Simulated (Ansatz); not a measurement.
Rocksalt CdSe, relaxed with r2SCAN, was run in Ansatz under altered settings. All numbers are computed, without spin polarisation but where a row says otherwise.

```
CELL_PARAMETERS angstrom
0.00000 2.84295 2.84295
2.84295 0.00000 2.84295
2.84295 2.84295 0.00000
ATOMIC_POSITIONS crystal
Cd 0.00000 0.00000 0.00000
Se 0.50000 0.50000 0.50000
```

The base run's other keys:
```yaml
kpoints:
  mp_grid: { grid: [4, 4, 4] }
hamiltonian:
  xc: hse06
scf:
  occupations: { method: fermi_dirac, width: 0.02 }
  n_extra_bands: 4
```

It takes 23 iterations with 893 plane waves at 420 eV and 8 k points, and leaves a mean stress of +0.50 GPa. The gap over this mesh is 0.392 eV. It ran on 4 threads of Arm Neoverse N1 (shared host).

Outcomes, with energy and stress as changes against the base:
```csv
setting,outcome,ΔF (meV/atom),Δ mean stress (GPa),gap on the mesh (eV),iterations,wall time
hamiltonian.xc: pbe0,converged,–,-0.1,1.053,25,11 s
"PBE hybrid, exx coeff 0.75, unscreened",converged,–,-2.9,4.603,25,12 s
"PBE hybrid, exx coeff 0.5, omega 0.1 1/Å",converged,–,-1.7,2.040,26,12 s
"PBE hybrid, exx coeff 0.1, omega 0.5 1/Å","converged, warned",–,+1.2,none,15,9.5 s
scf.occupations: gaussian 0.05,converged,0.0,0.0,0.392,16,9.8 s
```
A dash marks a value that wasn't obtained or can't be compared. Stress is positive in compression. The base took 11 s.

- hamiltonian.xc: pbe0. The mean stress moves by -0.1 GPa and the gap on the mesh by +0.661 eV (to 1.053). It's another functional on the same cell, so totals aren't comparable.
- PBE hybrid, exx coeff 0.75, unscreened. That is 75 % exact exchange, at all ranges, against HSE06's 25 % screened at 0.208 1/Å. The mean stress moves by -2.9 GPa and the gap on the mesh by +4.212 eV (to 4.603). Totals of different functionals aren't comparable.
- PBE hybrid, exx coeff 0.5, omega 0.1 1/Å. That is 50 % exact exchange, screened with ω = 0.1 1/Å, against HSE06's 25 % screened at 0.208 1/Å. The mean stress moves by -1.7 GPa and the gap on the mesh by +1.648 eV (to 2.040). Totals of different functionals aren't comparable. The program warns that on this mesh the truncation of the exchange isn't bounded, so part of the change can be an error of the mesh.
- PBE hybrid, exx coeff 0.1, omega 0.5 1/Å. That is 10 % exact exchange, screened with ω = 0.5 1/Å, against HSE06's 25 % screened at 0.208 1/Å. The mean stress moves by +1.2 GPa and the gap on the mesh by -0.612 eV (no gap is left). Totals of different functionals aren't comparable. Warned: filled band counts differ across k points.

Within 1 meV an atom, 0.1 GPa and 0.005 eV of the base stay: scf.occupations: gaussian 0.05.

Spin-orbit coupling is left out.

The program warns that its thresholds are loose for a hybrid's stress.

The meshes of the hybrids are coarse, so their gaps aren't converged to the digits shown.
